## What does a computed gap leave out?

How much energy does it take to remove an electron from a crystal and put one back elsewhere as a free carrier? That energy is the fundamental band gap. A density-functional calculation offers a substitute: the distance between the highest filled and the lowest empty band. Tin dioxide and boron arsenide show that the substitute can lose more than a few tenths of an eV: it can lose the difference between two materials.

Band gaps of ten crystals, computed with Quantum ESPRESSO 7.5 and the PBE functional in the given cells, without spin polarization or spin-orbit coupling. The computed gap is the Kohn-Sham gap between levels on the k-mesh, with a Fermi-Dirac smearing of 0.05 eV.

| formula | space group | volume of the given cell (Å³/atom) | potentials or basis | wave cutoff (eV) | k-mesh | computed band gap (eV) | measured band gap (eV) | range of the values found (eV) | what was measured, and how | source | computed less measured (eV) |
| --- | --- | --- | --- | --- | --- | --- | --- | --- | --- | --- | --- |
| PbSe | Fm-3m | 28.67 | SSSP 1.3 efficiency PBE | 748 | 8x8x8 | 0.297 | 0.2 | 0.15 to 0.25 | band gap at X-bar of the surface zone (bulk L point) from ARPES, between quantized subbands; ARPES; film | arXiv:1712.07894 (2017) | 0.10 |
| P | Cmce | 20.46 | SSSP 1.3 efficiency PBE | 748 | 8x8x6 | 0.097 | 0.3 | 0.28 to 0.33 | optical gap from infrared absorption edge; polarization-resolved infrared absorption; bulk crystal | arXiv:1505.07061 (2015) | -0.20 |
| GaSb | F-43m | 28.62 | SSSP 1.3 efficiency PBE | 952 | 8x8x8 | 0 | 0.812 | 0.812 to 0.813 | direct gap at T -> 0 K, Eg(0) from Varshni fit to temperature-dependent PL (eq. 3); temperature-dependent photoluminescence; bulk crystal | arXiv:cond-mat/0204296 (2002) | -0.81 |
| SnSe | Pnma | 26.68 | SSSP 1.3 efficiency PBE | 816 | 3x6x6 | 0.537 | 0.89 | 0.8 to 1.07 | fundamental indirect gap at room temperature; optical absorption; bulk crystal | arXiv:2409.17412 (2024) | -0.35 |
| CdSe | F-43m | 28.94 | SSSP 1.3 efficiency PBE | 816 | 8x8x8 | 0.526 | 1.69 | one value | direct gap from (alpha E)^2 extrapolation; spectroscopic ellipsometry; film | arXiv:1007.2297 (2010) | -1.16 |
| BAs | F-43m | 13.63 | SSSP 1.3 efficiency PBE | 748 | 10x10x10 | 1.172 | 1.835 | 1.82 to 4.12 | indirect optical gap from background-subtracted Tauc plot; UV-Vis transmission; bulk crystal | arXiv:2307.05371 (2023) | -0.66 |
| CdS | P6_3mc | 25.12 | SSSP 1.3 efficiency PBE | 816 | 7x7x4 | 1.17 | 2.44 | 2.4 to 2.5963 | direct optical gap from Tauc plot of (alpha h nu)^2; UV-Vis diffuse reflectance; powder | pmc:10275871 (2023) | -1.27 |
| ZnSe | F-43m | 22.76 | SSSP 1.3 efficiency PBE | 748 | 8x8x8 | 1.283 | 2.6 | 2.59 to 2.695 | direct optical gap at Gamma from Tauc plot of absorption; optical absorption spectroscopy; film | pmc:8624428 (2021) | -1.32 |
| SnO2 | P4_2/mnm | 11.92 | SSSP 1.3 efficiency PBE | 816 | 6x6x8 | 1.271 | 3.6 | 3.6 to 3.85 | band gap, experimental value quoted for comparison with calculation; not stated; bulk crystal | pmc:4705631 (2016) | -2.33 |
| AlN | P6_3mc | 10.45 | SG15 PBE 1.2 | 1020 | 6x6x4 | 4.232 | 6.0411 | 5.98 to 6.18 | free A exciton energy E(0), extrapolated to 0 K by Bose-Einstein fit of temperature-dependent PL; temperature-dependent photoluminescence; film | arXiv:2402.00216 (2024) | -1.81 |

## Two crystals that look alike

The computed gaps of BAs and SnO2 are 1.17 and 1.27 eV, close enough to suggest similar semiconductors. The measured gaps are 1.84 and 3.6 eV. CdS and ZnSe also fall into this narrow computed window, with measured gaps between these two. A single computed value near 1.2 eV therefore stands for anything from a crystal that begins to absorb in the red to a transparent oxide.

For a transparent contact this error decides the matter. Visible light ends at about 3.1 eV, so the measured gap of SnO2 lets it through, while the computed one would let absorption begin in the infrared. Screening candidates by a computed gap above 3.1 eV would keep AlN and discard SnO2.

No simple repair works either. Adding the BAs shortfall of 0.66 eV to the SnO2 gap gives $1.27+0.66=1.93$ eV, still far below 3.6 eV. Scaling does no better, because the computed gap is 64 percent of the measured one in BAs and 35 percent in SnO2. The missing energy depends on the material.

## Why the energy is missing

Let $N$ be the number of electrons and $E(N)$ the total energy. The fundamental gap is the cost of removing an electron less the gain from adding one:

$$E_\mathrm{gap}=[E(N-1)-E(N)]-[E(N)-E(N+1)].$$

The band calculation instead reads both levels from one potential, made for $N$ electrons. In the exact theory this potential jumps by a constant when an electron is added across the gap. The jump, called the derivative discontinuity, belongs to the gap but not to the band distance. PBE has no such jump, and its approximate potential adds errors of its own.

Two limits show when the loss is large. In an isolated atom nothing screens the repulsion between an added electron and those already there, so the missing energy is of the order of a bare Coulomb repulsion, several eV. In a metal the other electrons screen a charge completely at long range, and no gap remains to be corrected. PBE leans towards the metallic limit: it describes exchange and correlation from the local density and its gradient, as if their long-range parts always cancelled.

A semiconductor lies between these limits. Its electrons weaken a distant charge by the dielectric constant $\varepsilon$, so a share of roughly $1/\varepsilon$ of the long-range exchange survives. This exchange lowers filled states more than empty ones and widens the gap. The simple model is therefore

$$\text{missing energy}\ \propto\ \frac{1}{\varepsilon}.$$

## How far the model carries

Rough recalled values of $\varepsilon$, counting the response of the electrons but not that of the ions, are 10 for BAs, 6 for ZnSe and 4 for SnO2. The model says that the shortfall should grow in this order, and it does: 0.66, 1.32 and 2.33 eV. Chemistry gives the same hint. Boron and arsenic share their electrons in easily polarized bonds, whereas SnO2 has its filled states mainly on compact oxygen and its lowest empty states largely on tin.

The sizes agree less well. From BAs to SnO2 the inverse dielectric constant grows about two and a half times, the shortfall three and a half times. AlN has nearly the same $\varepsilon$ as SnO2 but misses by half an eV less, and nothing here settles why. The model is a guide to order, not a correction formula.

Nor does the order prove the cause. Across all ten rows the shortfall follows the measured gap just as closely as it follows $1/\varepsilon$, as the output printed below shows. Wide-gap crystals are usually hard to polarize, so the two go together. The case for screening rests on the theory above, with which the broad order of the shortfalls agrees.

## A second sign: filled levels in the wrong place

SnSe and CdSe repeat the coincidence at a smaller gap. Both are computed at about 0.53 eV, but CdSe is measured 0.8 eV wider. The cadmium compound gives a further warning in its filled levels. At the zone centre its highest cadmium 4d states lie 7.4 eV below the valence top in the calculation, against roughly 10 eV in experiment.

A compact d electron suffers strongly from self-interaction: in PBE it partly repels itself, and its level rises. It then mixes more with the selenium p states and pushes the valence top up, which narrows the gap. The same happens in ZnSe. Comparing a deep level with photoemission can thus expose the fault before the gap is known.

## When zero does not mean metal

GaSb has a computed gap of zero and a measured one of 0.81 eV. The levels at the zone centre tell more than the zero. A threefold level, the valence top, lies 0.068 eV below the Fermi energy; a single level, the conduction bottom, lies 0.029 eV below it. The normal order survives, with a separation of 0.039 eV.

Why, then, is the crystal counted as a metal? The calculation spreads the occupations with a Fermi-Dirac width of 0.05 eV, which is more than the separation. With two spins per level, the electrons in the upper level and the holes in the lower one number

$$n_\mathrm{e}=\frac{2}{1+e^{-0.029/0.05}}\approx1.28,\qquad
n_\mathrm{h}=\frac{6}{1+e^{0.068/0.05}}\approx1.23.$$

The two nearly balance at this one point of the mesh. The smearing has moved electrons across a tiny gap and left the Fermi energy above the conduction bottom. The program therefore sees a partly filled band and reports no gap, although no overlap of bands is needed.

The near-closure itself is still a failure of PBE, since 0.77 eV of the measured gap is absent even when the separation is counted. Spin-orbit coupling, which was left out, would make matters worse. It splits the threefold level and raises its upper part by about a quarter of an eV, enough to invert the order. The tabled error slightly overstates the shortfall of this run, whose levels are still in the right order. With spin-orbit coupling included, the levels should be misplaced by more than that error, though the printed gap could still be zero.

## When agreement is the warning

PbSe is the only crystal whose computed gap is too large, by 0.10 eV. The measured value comes from a film with quantized subbands, so the size of this excess is only rough. Nor is it a sign that PBE works better there. Its lowest empty states are mostly lead 6p, and spin-orbit coupling in so heavy an atom lowers them by a few tenths of an eV, comparable with the whole computed gap. Leaving out this coupling hides the usual shortfall. In a heavy-element compound with a small gap, good agreement should therefore be checked with spin-orbit coupling before it is trusted.

## Could the settings or the measurements be to blame?

A finite mesh may miss the true band edges, but for a given potential it then shows too large a gap, never too small a one. The SnO2 cell is under a computed pressure of more than ten gigapascals; letting it expand should narrow the gap further. Bound electron-hole pairs make an optical gap smaller than the fundamental one. Where the computed gap is already too small, removing any of these flaws should, as a rule, widen the disagreement.

They do limit finer comparisons. The method behind the SnO2 reference is not stated, and the values found for BAs reach 4.12 eV, probably because some describe its direct gap rather than the smaller indirect one. In black phosphorus the computed gap of 0.10 eV may close between mesh points, and the cell is somewhat larger than the real one, which should help to hold the gap open. Its small error is no evidence of accuracy. Differences of a tenth of an eV among CdS, ZnSe and CdSe carry no message, but the gulf between BAs and SnO2 is far too wide to come from such details.

The analysis program printed:

```
Gaps and misses:
   row  computed gap in eV  measured gap in eV  measured less computed in eV  computed in percent of measured  rough recalled dielectric constant
  PbSe               0.297                 0.2                        -0.097                            148.5                                  23
     P               0.097                 0.3                         0.203                            32.33                                  10
  GaSb                   0               0.812                         0.812                                0                                  14
  SnSe               0.537                0.89                         0.353                            60.34                                  15
  CdSe               0.526                1.69                         1.164                            31.12                                 6.2
   BAs               1.172               1.835                         0.663                            63.87                                 9.6
   CdS                1.17                2.44                          1.27                            47.95                                 5.3
  ZnSe               1.283                 2.6                         1.317                            49.35                                 5.9
  SnO2               1.271                 3.6                         2.329                            35.31                                   4
   AlN               4.232               6.041                         1.809                            70.05                                 4.4
Number of rows with computed gap below the measured one: 9
Number of rows with computed gap between 1.1 and 1.3 eV: 4
Spread of computed gaps in these rows, eV: 0.113
Spread of measured gaps in these rows, eV: 1.765
Computed gap of SnSe less that of CdSe, eV: 0.011
Measured gap of SnSe less that of CdSe, eV: -0.8
Number of rows with measured gap above 3.1 eV, the violet end of visible light: 2
Number of rows with computed gap above 3.1 eV: 1
Rank correlation of the miss with the inverse dielectric constant: 0.9273
Rank correlation of the miss with the measured gap: 0.9273
GaSb level separation at the zone centre, eV: 0.039
GaSb measured gap less this separation, eV: 0.773
GaSb electrons in the single upper level at the zone centre, both spins: 1.282
GaSb holes in the threefold lower level at the zone centre, both spins: 1.225
ZnSe d level below the valence top, eV: 6.171
CdSe d level below the valence top, eV: 7.408
```
